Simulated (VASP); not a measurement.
# BaTiO3 (Pm-3m) in VASP: further runs

The runs below take BaTiO3 through relaxation of cell and atoms, with PBEsol.

Program: VASP 6.6.1. These are calculated values, not measurements. Logs are shortened: lines on timing, memory, paths and dates and some standing lists are left out, and cuts for length are marked.

## 1. Starting point

The structure is cubic, space group Pm-3m (No. 221). The conventional cell has a = 4.006 Å, b = 4.006 Å, c = 4.006 Å, α = 90.00°, β = 90.00°, γ = 90.00°. Ba (site symmetry m-3m) is surrounded by 12 O at 2.83 Å. Ti (site symmetry m-3m) has 6 O at 2.00 Å as nearest neighbours. O (site symmetry 4/mmm) is surrounded by 2 Ti at 2.00 Å.

## 2. Relaxation of cell and atoms, PBEsol

The input, INCAR:

```
SYSTEM = BaTiO3
ALGO = Normal ; EDIFF = 1E-6
EDIFFG = -0.01 ; ENCUT = 600
GGA = PS ; IBRION = 2
ISIF = 3 ; ISMEAR = 0
LASPH = .True. ; LCHARG = .False.
LREAL = .False. ; LWAVE = .False.
NELM = 80 ; NSW = 90
PREC = Accurate ; SIGMA = 0.03
```

The input, KPOINTS:

```
k-points
0
Gamma
  8 8 8
  0 0 0
```

The input, POSCAR:

```
BaTiO3
1.0
    4.0060000000      0.0000000000      0.0000000000
    0.0000000000      4.0060000000      0.0000000000
    0.0000000000      0.0000000000      4.0060000000
Ba Ti O
1 1 3
Direct
    0.5000000000      0.5000000000      0.5000000000
    0.0000000000      0.0000000000      0.0000000000
    0.5000000000      0.0000000000      0.0000000000
    0.0000000000      0.5000000000      0.0000000000
    0.0000000000      0.0000000000      0.5000000000
```

Potentials or basis: VASP PAW PBE potentials, release 64 (Ba_sv, Ti_sv, O).

The run is started by

```sh
cat potpaw_PBE.64/Ba_sv/POTCAR potpaw_PBE.64/Ti_sv/POTCAR potpaw_PBE.64/O/POTCAR > POTCAR
mpirun -np 1 vasp_std > vasp.out
```

OUTCAR:

```text
SYSTEM = BaTiO3
   EDIFF = 1E-6
   EDIFFG = -0.01
   ENCUT = 600
   GGA = PS
   IBRION = 2
   ISIF = 3
   ISMEAR = 0
   LASPH = .True.
   LREAL = .False.
   NELM = 80
   NSW = 90
   PREC = Accurate

 ion  position               nearest neighbor table
   1  0.500  0.500  0.500-   3 2.83   4 2.83   5 2.83   3 2.83   4 2.83   3 2.83   5 2.83   3 2.83
                             4 2.83   5 2.83   4 2.83   5 2.83   2 3.47   2 3.47   2 3.47   2 3.47
   2  0.000  0.000  0.000-   3 2.00   4 2.00   5 2.00   5 2.00   4 2.00   3 2.00   1 3.47   1 3.47
                             1 3.47   1 3.47   1 3.47   1 3.47   1 3.47   1 3.47
   3  0.500  0.000  0.000-   2 2.00   2 2.00   1 2.83   1 2.83   1 2.83   1 2.83
   4  0.000  0.500  0.000-   2 2.00   2 2.00   1 2.83   1 2.83   1 2.83   1 2.83
   5  0.000  0.000  0.500-   2 2.00   2 2.00   1 2.83   1 2.83   1 2.83   1 2.83

  LATTYP: Found a simple cubic cell.
 ALAT       =     4.0060000000

  Lattice vectors:

 A1 = (   4.0060000000,   0.0000000000,   0.0000000000)
 A2 = (   0.0000000000,   4.0060000000,   0.0000000000)
 A3 = (   0.0000000000,   0.0000000000,   4.0060000000)

Analysis of symmetry for initial positions (statically):
=====================================================================
 Subroutine PRICEL returns:
 Original cell was already a primitive cell.

 Routine SETGRP: Setting up the symmetry group for a
 simple cubic supercell.

 Subroutine GETGRP returns: Found 48 space group operations
 (whereof 48 operations were pure point group operations)
 out of a pool of 48 trial point group operations.

The static configuration has the point symmetry O_h .

Analysis of symmetry for dynamics (positions and initial velocities):
=====================================================================
 Subroutine PRICEL returns:
 Original cell was already a primitive cell.

 Routine SETGRP: Setting up the symmetry group for a
 simple cubic supercell.

 Subroutine GETGRP returns: Found 48 space group operations
 (whereof 48 operations were pure point group operations)
 out of a pool of 48 trial point group operations.

The dynamic configuration has the point symmetry O_h .

 Subroutine INISYM returns: Found 48 space group operations
 (whereof 48 operations are pure point group operations),
 and found     1 'primitive' translations

[... 107 lines left out ...]
   ISYM   =      2    0-nonsym 1-usesym 2-fastsym
   POTIM  = 0.5000    time-step for ionic-motion
   TEBEG  =    0.0;   TEEND  =   0.0 temperature during run
   PSTRESS=    0.0 pullay stress
   NELECT =      40.0000    total number of electrons
   NUPDOWN=      -1.0000    fix difference up-down
   EMIN   =  10.00;   EMAX   =-10.00  energy-range for DOS
   EFERMI =   0.00;   METHOD = LEGACY
   ISMEAR =     0;   SIGMA  =   0.03  broadening in eV -4-tet -1-fermi 0-gaus
   EFERMI_NEDOS =   21; number of points for ismear=-14 and -15
   IALGO  =     38    algorithm
   IMIX   =      4    mixing-type and parameters
     AMIX     =   0.40;   BMIX     =  1.00
     AMIX_MAG =   1.60;   BMIX_MAG =  1.00
  volume/ion in A,a.u.               =      12.86        86.77
  Fermi-wavevector in a.u.,A,eV,Ry     =   1.397603  2.641087 26.576187  1.953295
  Thomas-Fermi vector in A             =   2.520843
   LORBIT       =      0    0 simple, 1 ext, 2 COOP (PROOUT), +10 PAW based schemes
   GGA     = PS    functional components
   LHFCALC =     F    Hartree Fock is set to
   AEXX    =    0.0000 exact exchange contribution
   IVDW    =     0    specifies the selected vdW correction
   LEPSILON=     F    determine dielectric tensor
   LRPA    =     F    only Hartree local field effects (RPA)
 conjugate gradient relaxation of ions
 non-spin polarized calculation
 Gauss-broadening in eV      SIGMA  =   0.03
  energy-cutoff  :      600.00
  volume of cell :       64.29
 maximum number of plane-waves:      2176
   NGX = 17   NGY = 17   NGZ = 17

--------------------------------------- Ionic step        1  -------------------------------------------

 number of electron      39.9999998 magnetization

 Free energy of the ion-electron system (eV)
  ---------------------------------------------------
  ext. energy  EPLUGINS =         0.00000000
  ---------------------------------------------------
  free energy    TOTEN  =       -41.97915182 eV

  energy without entropy =      -41.97915182  energy(sigma->0) =      -41.97915182

------------------------ aborting loop because EDIFF is reached ----------------------------------------

  FORCE on cell =-STRESS in cart. coord.  units (eV):
  Direction    XX          YY          ZZ          XY          YZ          ZX
  --------------------------------------------------------------------------------------
  -------------------------------------------------------------------------------------
  Total       -1.1776369     -1.1776369     -1.1776369     -0.0000000      0.0000000     -0.0000000
  in kB      -29.3487194    -29.3487194    -29.3487194     -0.0000000      0.0000000     -0.0000000
  external PRESSURE =     -29.3487194 kB  Pullay stress =       0.0000000 kB
[... 65 lines left out ...]
--------------------------------------- Ionic step        3  -------------------------------------------

 number of electron      39.9999986 magnetization

 Free energy of the ion-electron system (eV)
  ---------------------------------------------------
  ext. energy  EPLUGINS =         0.00000000
  ---------------------------------------------------
  free energy    TOTEN  =       -41.98943879 eV

  energy without entropy =      -41.98943879  energy(sigma->0) =      -41.98943879

 E-fermi :   4.1223     XC(G=0): -11.5946

 val. band max:        3.8025947846   @ k =   0.5000   0.5000   0.5000
 cond. band min:       5.5304505469   @ k =   0.0000   0.0000   0.0000
 fundamental gap:      1.7278557623
 Fermi energy:         4.1223251082

 k-point     1 :       0.0000    0.0000    0.0000
  band No.  band energies     occupation
      1     -52.5048      2.00000
      2     -28.8375      2.00000
      3     -28.8375      2.00000
      4     -28.8375      2.00000
      5     -20.9230      2.00000
      6     -13.0459      2.00000
[... 637 lines left out ...]
     23       7.7161      0.00000
     24       9.1607      0.00000

 [... further k-points ...]

------------------------ aborting loop because EDIFF is reached ----------------------------------------

  FORCE on cell =-STRESS in cart. coord.  units (eV):
  Direction    XX          YY          ZZ          XY          YZ          ZX
  --------------------------------------------------------------------------------------
  -------------------------------------------------------------------------------------
  Total       -0.0012796     -0.0012796     -0.0012796     -0.0000000     -0.0000000     -0.0000000
  in kB       -0.0324439     -0.0324439     -0.0324439     -0.0000000     -0.0000000     -0.0000000
  external PRESSURE =      -0.0324439 kB  Pullay stress =       0.0000000 kB
[... 20 lines left out ...]
  FREE ENERGIE OF THE ION-ELECTRON SYSTEM (eV)
  ---------------------------------------------------
  free  energy   TOTEN  =       -41.9894387902 eV

  energy  without entropy=      -41.9894387902  energy(sigma->0) =      -41.98943879

 reached required accuracy - stopping structural energy minimisation
```

CONTCAR:

```text
BaTiO3
   1.00000000000000
     3.9830828737348627   -0.0000000000000000   -0.0000000000000000
    -0.0000000000000000    3.9830828737348627   -0.0000000000000000
    -0.0000000000000000    0.0000000000000000    3.9830828737348627
  Ba              Ti              O
     1     1     3
Direct
     0.5000000000000000    0.5000000000000000    0.5000000000000000
     0.0000000000000000    0.0000000000000000    0.0000000000000000
     0.5000000000000000    0.0000000000000000    0.0000000000000000
     0.0000000000000000    0.5000000000000000    0.0000000000000000
     0.0000000000000000    0.0000000000000000    0.5000000000000000

  0.00000000E+00  0.00000000E+00  0.00000000E+00
  0.00000000E+00  0.00000000E+00  0.00000000E+00
  0.00000000E+00  0.00000000E+00  0.00000000E+00
  0.00000000E+00  0.00000000E+00  0.00000000E+00
  0.00000000E+00  0.00000000E+00  0.00000000E+00
```

Wall time 60 s (1 thread of Intel Xeon Platinum 8559C (Emerald Rapids), shared host); peak memory 0.23 GiB.

Results:

```yaml
Free_energy: -41.9894 eV
Relaxed_volume: 12.64 Å³/atom
Relaxed_cell: a = 3.983 Å, b = 3.983 Å, c = 3.983 Å, α = 90.00°, β = 90.00°, γ = 90.00°
Space_group_after_relaxing_to_0.05_Å: Pm-3m (No. 221)
Energy_gained_by_relaxing: 2.1 meV/atom
Ionic_steps: 3
Pressure_after_relaxing: 0.0 GPa
Band_gap_on_the_k_mesh: 1.73 eV, indirect (least direct gap 1.86 eV)
```

The path:
```
step  energy change (eV)  largest force (eV/Å)  pressure (GPa)  volume (Å³)
   1              0.0000                0.0000           -2.93        64.29
   2              0.0001                0.0000            3.16        62.12
   3             -0.0103                0.0000            0.00        63.19
```

Final structure:
```cif
data_structure
_symmetry_space_group_name_H-M 'P 1'
_symmetry_Int_Tables_number 1
_cell_length_a 3.9831
_cell_length_b 3.9831
_cell_length_c 3.9831
_cell_angle_alpha 90.000
_cell_angle_beta 90.000
_cell_angle_gamma 90.000
_cell_volume 63.19
loop_
_atom_site_label
_atom_site_type_symbol
_atom_site_fract_x
_atom_site_fract_y
_atom_site_fract_z
_atom_site_occupancy
Ba1 Ba 0.50000 0.50000 0.50000 1
Ti1 Ti 0.00000 0.00000 0.00000 1
O1 O 0.50000 0.00000 0.00000 1
O2 O 0.00000 0.50000 0.00000 1
O3 O 0.00000 0.00000 0.50000 1
```

Caveat: the PAW data sets were made with another functional, which shifts forces and pressure a little; spin-orbit coupling is left out, which moves the levels of the heavy elements. A k mesh can miss the band edges.

(Continued in part 2 of 2.)
